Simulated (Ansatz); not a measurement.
## How far is this LiF from the hull?

Theory: Ansatz 0.2.0, DFT PBE, scalar-relativistic, plane waves, PAW. All cells share a 420 eV cutoff and Γ-centred k meshes spaced at most about 0.3 Å⁻¹ (2π included). No spin polarisation.

Formation energies are uncorrected and refer to the elements' standard structures at the same level (F₂ as a molecule).

These are static total energies at zero pressure.

The competitors are the elements and 1 reference phase of this chemical system (from databases or known types: LiF), relaxed at the same level; other known phases may be missing.

The candidate was reached from: 3-connected net, two elements alternating.

```cif
data_structure
_symmetry_space_group_name_H-M 'P 1'
_symmetry_Int_Tables_number 1
_cell_length_a 4.9578
_cell_length_b 4.9578
_cell_length_c 9.3281
_cell_angle_alpha 90.000
_cell_angle_beta 90.000
_cell_angle_gamma 120.000
_cell_volume 198.56
loop_
_atom_site_label
_atom_site_type_symbol
_atom_site_fract_x
_atom_site_fract_y
_atom_site_fract_z
_atom_site_occupancy
Li1 Li 0.80182 0.40091 0.08333 1
Li2 Li 0.59909 0.40091 0.41667 1
Li3 Li 0.40091 0.80182 0.25000 1
Li4 Li 0.59909 0.19818 0.75000 1
Li5 Li 0.19818 0.59909 0.58333 1
Li6 Li 0.40091 0.59909 0.91667 1
F1 F 0.61222 0.22443 0.25000 1
F2 F 0.22443 0.61222 0.08333 1
F3 F 0.38778 0.61222 0.41667 1
F4 F 0.77557 0.38778 0.58333 1
F5 F 0.61222 0.38778 0.91667 1
F6 F 0.38778 0.77557 0.75000 1
```

Problem. Where does it stand against these competitors?

Solution. Not the lowest form: another structure of the same formula lies lower. Its formation energy is -2.807 eV/atom. The lowest competing phase at this composition is this:

| phase | space group | source | share of atoms | ΔE_f (eV/atom) |
| --- | --- | --- | --- | --- |
| LiF | P6_3mc (No. 186) | Materials Project | 1.0000 | -2.953 |

The candidate lies 146 meV/atom above this phase (145 meV/atom from unrounded values). The candidate matches no cell in the subsets of the Crystallography Open Database and the Materials Project at hand. It is metastable at best. Whether it is a true minimum wasn't tested by phonons. The Crystallography Open Database lists this formula in another space group (No. 225).
